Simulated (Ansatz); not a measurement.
**Cs, diamond: how the functional moves the structure**

All rows: Ansatz, plane waves with scalar-relativistic PAW, 420 eV (500 eV for the SCAN forms), relaxed under each functional, no dispersion correction, no zero-point motion. B₀ comes from uniform scaling at fixed shape; a dash is a value not given.

```json
{"functional": "PBE", "V (Å³/atom)": "185.18", "cell": "a = 11.400 Å", "magnetic state": "spin not included", "ΔE to bcc (meV/atom)": "253"}
{"functional": "r²SCAN", "V (Å³/atom)": "182.61", "cell": "a = 11.347 Å", "magnetic state": "spin not included", "ΔE to bcc (meV/atom)": "294"}
{"functional": "PBEsol", "V (Å³/atom)": "169.18", "cell": "a = 11.062 Å", "magnetic state": "spin not included", "ΔE to bcc (meV/atom)": "277"}
{"functional": "LDA", "V (Å³/atom)": "149.11", "cell": "a = 10.605 Å", "magnetic state": "spin not included", "ΔE to bcc (meV/atom)": "285"}
{"functional": "RPBE", "V (Å³/atom)": "210.61", "cell": "a = 11.899 Å", "magnetic state": "spin not included", "ΔE to bcc (meV/atom)": "236"}
{"functional": "BLYP", "V (Å³/atom)": "219.99", "cell": "a = 12.073 Å", "magnetic state": "spin not included", "ΔE to bcc (meV/atom)": "98"}
```

(1) What does revPBE give?

Results:

(1) V (Å³/atom): 206.38; cell: a = 11.819 Å; magnetic state: spin not included; ΔE to bcc (meV/atom): 239.
